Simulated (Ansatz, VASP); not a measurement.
## BN in VASP and in Ansatz

```xyz
2
Lattice="0.0362 1.8256 1.8256 1.8256 0.0362 1.8256 1.8256 1.8256 0.0362" Properties=species:S:1:pos:R:3 pbc="T T T"
B     0.0000    0.0000    0.0000
N     2.7655    2.7655    2.7655
```

Change from the starting cell: equal xy, yz and zx shear strains of +2 %, PAW files.

Alike in both runs: task electric field gradients; functional LDA; k mesh 11 × 11 × 11; occupations fermi-dirac, width 0.02 eV; no spin polarisation.

|  | VASP | Ansatz |
| --- | --- | --- |
| version | VASP 6.6.1 | Ansatz 0.2.0 |
| potentials or method | VASP PAW LDA potentials, release 64 (B, N) | PAW with Ansatz's default frozen-core files, scalar-relativistic |
| plane-wave cutoff (eV) | 520 | 420 |
| valence electrons in the cell | 8 | 8 |

```csv
,VASP,Ansatz,Ansatz less VASP
gap on the k mesh at the Fermi level (eV),4.38,4.40,+0.015
pressure (GPa),-9.6,-10.4,-0.88
largest component of the traceless stress (GPa),8.78,8.72,-0.059
rms of the force components (eV/Å),0.006,0.002,-0.0039
Vzz of the field gradient on the site that differs most (V/Å²),2.5,2.2,-0.28
```

Atom by atom the forces differ by 0.004 eV/Å (rms over components).

Caveats: an odd mesh through Γ misses points on the zone boundary, where band edges often lie.
